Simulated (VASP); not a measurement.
## LiF: relaxation of cell and atoms with PBE

LiF:

```
CELL_PARAMETERS angstrom
0.00000 2.01000 2.01000
2.01000 0.00000 2.01000
2.01000 2.01000 0.00000
ATOMIC_POSITIONS crystal
Li 0.00000 0.00000 0.00000
F 0.50000 0.50000 0.50000
```

The cell was built by a generator and needn't be a form met in nature.

* Program: VASP 6.6.1
* Task: relaxation of cell and atoms
* Functional: PBE
* Potentials or basis: VASP PAW PBE potentials, release 64 (Li_sv, F)
* Cutoff: 700 eV
* k mesh: 12 × 12 × 12
* Occupations: gaussian, width 0.02 eV
* Spin: no spin polarisation
* Further INCAR settings: ALGO = Fast; EDIFF = 1e-06; IBRION = 2; EDIFFG = -0.005; NSW = 40; ISIF = 3

| Property | Result |
| --- | --- |
| Relaxed volume | 8.31 Å³/atom |
| Relaxed cell | a = 2.864 Å, b = 2.864 Å, c = 2.864 Å, α = 60.00°, β = 60.00°, γ = 60.00° |
| Space group after relaxing (to 0.05 Å) | Fm-3m (No. 225) |
| Energy gained by relaxing | 0.9 meV/atom |
| Ionic steps | 4 |
| Pressure after relaxing | 0.0 GPa |
| Band gap on the k mesh | 8.94 eV, direct |

Step by step:
```tsv
step	energy change (eV)	largest force (eV/Å)	pressure (GPa)	volume (Å³)
1	0.0000	0.0000	1.68	16.24
2	-0.0015	0.0000	0.74	16.44
3	-0.0019	0.0000	-0.11	16.64
4	-0.0019	0.0000	-0.02	16.61
```

Final structure:
```
CELL_PARAMETERS angstrom
0.00000 2.02514 2.02514
2.02514 0.00000 2.02514
2.02514 2.02514 0.00000
ATOMIC_POSITIONS crystal
Li 0.00000 0.00000 0.00000
F 0.50000 0.50000 0.50000
```

Levels at points of the mesh, in eV from the valence-band top:
| k point | band 2 | band 3 | band 4 | band 5 | band 6 | band 7 | band 8 | band 9 |
| --- | --- | --- | --- | --- | --- | --- | --- | --- |
| (0.00, 0.00, 0.00) | -19.93 | 0.00 | 0.00 | 0.00 | 8.94 | 23.75 | 23.75 | 23.75 |
| (0.50, 0.00, 0.00) | -19.50 | -2.47 | -0.22 | -0.22 | 10.69 | 16.54 | 18.77 | 18.77 |
| (0.50, 0.50, 0.00) | -19.25 | -2.93 | -0.97 | -0.97 | 14.65 | 16.40 | 17.24 | 20.04 |

Wall time 55 s on 1 thread of Intel(R) Xeon(R) Platinum 8488C (Sapphire Rapids) (shared host), peak memory 0.15 GiB.

A k mesh can miss the band edges.
